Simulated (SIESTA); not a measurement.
Runs of SIESTA 5.4.2 on Ta. Symmetry: Im-3m, No. 229, cubic system. The conventional cell has a = 3.303 Å, b = 3.303 Å, c = 3.303 Å, α = 90.00°, β = 90.00°, γ = 90.00°. Around Ta (site symmetry m-3m) lie 8 Ta at 2.86 Å. 

```csv
task,level,potentials or basis,cell,force tolerance,energy shift,gap on the mesh (eV),pressure (GPa),V0 of scaled cells (Å³/atom),B0 (GPa)
band structure,LDA,"PseudoDojo 0.4 standard (LDA files), DZP (energy shift 0.003 Ry; two zetas on semicore shells)",as given,-,0.003 Ry,none,-10.0,-,-
equation of state,PBEsol,"PseudoDojo 0.4 standard (PBEsol files), DZP (energy shift 0.003 Ry; two zetas on semicore shells)",as given,-,0.003 Ry,-,-,17.69,222
band structure,PBE,"PseudoDojo 0.4 standard (PBE files), DZP (energy shift 0.002 Ry)",as given,-,0.002 Ry,none,3.5,-,-
equation of state,PBE,"PseudoDojo 0.4 standard (PBE files), DZP (energy shift 0.003 Ry; two zetas on semicore shells)",as given,-,0.003 Ry,-,-,(a),(b)
relaxation of cell and atoms,PBE,"PseudoDojo 0.4 standard (PBE files), DZP (energy shift 0.01 Ry)",relaxed,0.01 eV/Å,0.01 Ry,none,0.0,-,-
```

Alike in all rows: no spin polarisation; k mesh 11 × 11 × 11; smearing fermi-dirac 0.05 eV; grid cutoff 800 Ry.

Fill in the values left out.

(a) 18.28; (b) 205.

Caveats: the basis of atomic orbitals isn't converged, which shifts pressures, moduli and gaps; short orbitals over semicore shells can move pressures by several GPa (some runs); semicore shells carry a single zeta, which can move pressures by several GPa and volumes by a few percent (some runs).

A k mesh can miss the band edges, and the runs leave out spin-orbit coupling on Ta.

A gap of «none» marks a metal or a gap under the smearing width.

Not every run made on this cell is shown here.
